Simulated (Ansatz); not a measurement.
**Calcium (dhcp) across density functionals**

All rows: Ansatz, plane waves with scalar-relativistic PAW, 420 eV (500 eV for the SCAN forms), relaxed under each functional, no dispersion correction, no zero-point motion. B₀ comes from uniform scaling at fixed shape; a dash is a value not given.

```
functional  V (Å³/atom)                                     cell  B₀ (GPa)     magnetic state  ΔE to fcc (meV/atom)
       PBE        42.30  a = 3.906 Å, c = 12.810 Å (c/a = 3.280)        17  spin not included                     4
    r²SCAN        43.31  a = 3.936 Å, c = 12.912 Å (c/a = 3.280)        18  spin not included                     7
    PBEsol        40.71  a = 3.855 Å, c = 12.656 Å (c/a = 3.283)        18  spin not included                     4
       LDA        38.23  a = 3.774 Å, c = 12.396 Å (c/a = 3.285)        19  spin not included                     4
    revPBE        44.07  a = 3.960 Å, c = 12.979 Å (c/a = 3.277)        16  spin not included                     4
      RPBE        44.57  a = 3.975 Å, c = 13.026 Å (c/a = 3.277)        16  spin not included                     4
      BLYP        42.72  a = 3.919 Å, c = 12.844 Å (c/a = 3.277)        16  spin not included                     3
```

LDA gives the smallest volume and RPBE the largest.
